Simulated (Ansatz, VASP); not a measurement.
## Two plane-wave programs on CsPbCl3

```
CELL_PARAMETERS angstrom
5.60500 0.00000 0.00000
0.00000 5.60500 0.00000
0.00000 0.00000 5.60500
ATOMIC_POSITIONS crystal
Cs 0.00000 0.00000 0.00000
Pb 0.50000 0.50000 0.50000
Cl 0.50000 0.50000 0.00000
Cl 0.00000 0.50000 0.50000
Cl 0.50000 0.00000 0.50000
```

Alike in both runs: task relaxation of cell and atoms; functional RPBE; k mesh 4 × 4 × 4; no spin polarisation.

```csv
,VASP,Ansatz
version,VASP 6.6.1,Ansatz 0.2.0
potentials or method,"VASP PAW PBE potentials, release 64 (Cs_sv, Pb_d, Cl)","plane waves, PAW"
plane-wave cutoff (eV),600,450
occupations,"gaussian, width 0.01 eV",fixed
valence electrons in the cell,44,44
```

```csv
,VASP,Ansatz,Ansatz less VASP
relaxed volume (Å³/atom),40.24,40.27,+0.028
relaxed cell length with the largest relative difference (Å),5.860,5.861,+0.0013
energy change over the relaxation (meV/atom),-47,-47,-0.8
```

Caveats: the PAW data sets were made with another functional, which shifts forces and pressure a little (VASP); the volume moved by +14 % from the deposited cell, more than functionals usually miss. RPBE and its kin give volumes clearly too large for solids. Zero-point motion and thermal expansion aren't in these numbers.
